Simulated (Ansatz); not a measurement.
A run of Ansatz 0.2.0 is set up as follows.

input.yaml

```yaml
crystal:
  lattice:
    - [1.938694, -1.95319015, 0.0]
    - [1.938694, 1.95319015, 0.0]
    - [0.0, 0.0, 3.0994300413]
  atoms:
    - { symbol: Ni, position: [0.5, 0.5, 0.5], spin: 1.0 }
    - { symbol: Al, position: [0.0, 0.0, 0.0] }
hamiltonian:
  xc: pbe
  pseudopotentials: { kind: paw }
magnetization:
  spin_polarized: true
kpoints:
  mp_grid: { grid: [10, 10, 9] }
scf:
  occupations: { method: fermi_dirac, width: 0.05 }
output:
  forces: true
  stress: true
  eigenvalues: true
```

Potentials or basis: Ansatz PAW.

The run is started by

```sh
$ ansatz run input.yaml --threads 2 --pin off --max-ram 5120MiB --backend cpu --events-out ev --progress --plain --runs-dir out
```

Q: Estimate the pressure.

A: 6.0 GPa.

Q: Estimate the net moment.

A: 0.00 μB per cell.

Q: What does it give for the band gap on the k mesh?

A: None (metal or under the smearing width).

Stress tensor (GPa, compression positive):
```
9.16 0.00 0.00
0.00 7.47 0.00
0.00 0.00 1.32
```

Caveat: the starting moments weren't kept.
